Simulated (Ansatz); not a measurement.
A calculation with Ansatz 0.2.0 of HfB2 (native input, structure typed inline):

input.yaml

```yaml
crystal:
  lattice:
    - [3.14, 0.0, 0.0]
    - [-1.57, 2.7193197679, 0.0]
    - [0.0, 0.0, 3.48]
  atoms:
    - { symbol: Hf, position: [0.0, 0.0, 0.0] }
    - { symbol: B, position: [0.6666666667, 0.3333333333, 0.5] }
    - { symbol: B, position: [0.3333333333, 0.6666666667, 0.5] }
hamiltonian:
  xc: lda
  pseudopotentials: { kind: paw, partial_waves: polarizable }
kpoints:
  mp_grid: { grid: [10, 10, 8] }
scf:
  occupations: { method: tetrahedron }
  n_extra_bands: 7
output:
  forces: true
  stress: true
  dos: { projected: true, de: 0.05, nscf_kmesh: { grid: [15, 15, 12] } }
```

Potentials or basis: Ansatz PAW polarizable.

Launch:

```sh
$ ansatz run input.yaml --threads 2 --pin off --max-ram 5120MiB --backend cpu --events-out ev --progress --plain --runs-dir out
```

Q: Write the same calculation in another form: ASE script, structure from a CIF.

A: As run:

The input run.py:

```python
import json

import ase.io
import numpy as np

import ansatz as az

atoms = ase.io.read("HfB2.cif")
atoms.info.pop("occupancy", None)

calculation = (
    az.Crystal.from_ase(atoms)
    .calculation()
    .kpoints(10, 10, 8)
    .functional("lda")
    .pseudopotentials(kind="paw", partial_waves="polarizable")
    .scf(extra_bands=7)
    .occupations(method="tetrahedron")
    .density()
    .potential()
    .output_files(volumetric_format="npy")
    .electron_localization_function()
    .density_of_states(energy_step=0.05, projected=True, nscf_kmesh=(15, 15, 12))
    .forces()
    .stress()
)
outcome = calculation.run(threads=2, events_out="events.jsonl")

report = outcome.report
for line in open("events.jsonl"):
    event = json.loads(line)
    if event["event"] == "scf_iter":
        d = event["data"]
        print(f"SCF {d['iter']:3d}  HF = {d['harris_foulkes_ev']:.6f} eV  dr2 = {d['dr2_ev']:.2e} eV")
    elif event["event"] in ("relax_step", "md_step"):
        d = event["data"]
        print(f"{event['event']} {d['step']:3d}  E = {d['lagrangian_ev']:.6f} eV")
np.set_printoptions(precision=5, suppress=True, linewidth=110)
print("converged:", report["converged"], "after", report["n_iterations"], "iterations")
print(f"free energy {report['free_energy_ev']:.6f} eV, Fermi level {report['fermi_energy_ev']:.4f} eV")
for key in ("band_edges_ev", "magnetization_mub", "site_moments_mub", "site_moments_nc_mub", "forces_ev_ang",
                "stress_gpa", "kpoints_frac", "eigenvalues_ev"):
    if report.get(key) is not None:
        print(key, np.array(report[key]), sep="\n")
```

The input HfB2.cif:

```cif
data_HfB2
_cell_length_a 3.14000000
_cell_length_b 3.14000000
_cell_length_c 3.48000000
_cell_angle_alpha 90.00000000
_cell_angle_beta 90.00000000
_cell_angle_gamma 120.00000000
_space_group_name_H-M_alt 'P6/mmm'
_space_group_name_Hall '-P 6 2'
_space_group_IT_number 191
loop_
_space_group_symop_operation_xyz
'x,y,z'
'-x,-y,-z'
'x-y,x,z'
'-x+y,-x,-z'
'-y,x-y,z'
'y,-x+y,-z'
'-x,-y,z'
'x,y,-z'
'-x+y,-x,z'
'x-y,x,-z'
'y,-x+y,z'
'-y,x-y,-z'
'-y,-x,-z'
'y,x,z'
'-x,-x+y,-z'
'x,x-y,z'
'-x+y,y,-z'
'x-y,-y,z'
'y,x,-z'
'-y,-x,z'
'x,x-y,-z'
'-x,-x+y,z'
'x-y,-y,-z'
'-x+y,y,z'
loop_
_atom_site_label
_atom_site_type_symbol
_atom_site_symmetry_multiplicity
_atom_site_Wyckoff_symbol
_atom_site_fract_x
_atom_site_fract_y
_atom_site_fract_z
_atom_site_occupancy
Hf1 Hf 1 a 0.0000000000 0.0000000000 0.0000000000 1
B1 B 2 d 0.6666666667 0.3333333333 0.5000000000 1
```

Potentials or basis: Ansatz PAW polarizable.

Command:

```console
$ python run.py
```

Both were run:

|  | native input, structure typed inline | ASE script, structure from a CIF |
| --- | --- | --- |
| Pressure | -10.2 GPa | -10.2 GPa |
| Band gap on the k mesh | none (metal or under the smearing width) | none (metal or under the smearing width) |
| Density of states at the Fermi level | 0.26 states/eV per cell | 0.26 states/eV per cell |

Keys that steer only the numerical path or the files written may differ.

Caveat: with tetrahedron occupations forces and stress needn't match the slope of the energy.
